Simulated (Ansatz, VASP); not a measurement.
# Al2O3: VASP beside Ansatz

```
Al O
1.0
     5.24577    0.06146   -0.03404
     0.05504    5.10078    0.20431
    -0.00692    0.14927    6.33685
Al O
6 9
Direct
  0.53477 0.92095 0.85856
  0.69158 0.36967 0.07030
  0.46070 0.81892 0.34776
  0.69234 0.29140 0.55638
  0.00596 0.88847 0.08302
  0.15336 0.44131 0.82045
  0.13718 0.81575 0.32621
  0.25004 0.75538 0.90085
  0.01199 0.23795 0.02630
  0.59230 0.95416 0.57429
  0.49784 0.30547 0.81430
  0.00434 0.34579 0.60076
  0.59044 0.48775 0.32520
  0.60523 0.02454 0.14107
  0.78820 0.68219 0.93960
```

Alike in both runs: task single point; functional PBEsol; k mesh 4 × 4 × 3; occupations gaussian, width 0.02 eV; no spin polarisation.

|  | VASP | Ansatz |
| --- | --- | --- |
| version | VASP 6.6.1 | Ansatz 0.2.0 |
| potentials or method | VASP PAW PBE potentials, release 64 (Al, O) | scalar-relativistic, plane waves, PAW |
| plane-wave cutoff (eV) | 520 | 420 |
| valence electrons in the cell | 72 | 72 |

|  | VASP | Ansatz | Ansatz less VASP |
| --- | --- | --- | --- |
| gap on the k mesh at the Fermi level (eV) | 3.31 | 3.32 | +0.009 |
| least direct gap on the mesh (eV) | 3.35 | 3.35 | +0.008 |
| rms of the force components (eV/Å) | 0.023 | 0.006 | -0.0174 |

Atom by atom the forces differ by 0.023 eV/Å (rms over components).

Caveats: the PAW data sets were made with another functional, which shifts forces and pressure a little (VASP). PBEsol gaps usually lie below the measured ones, often by a third to a half.
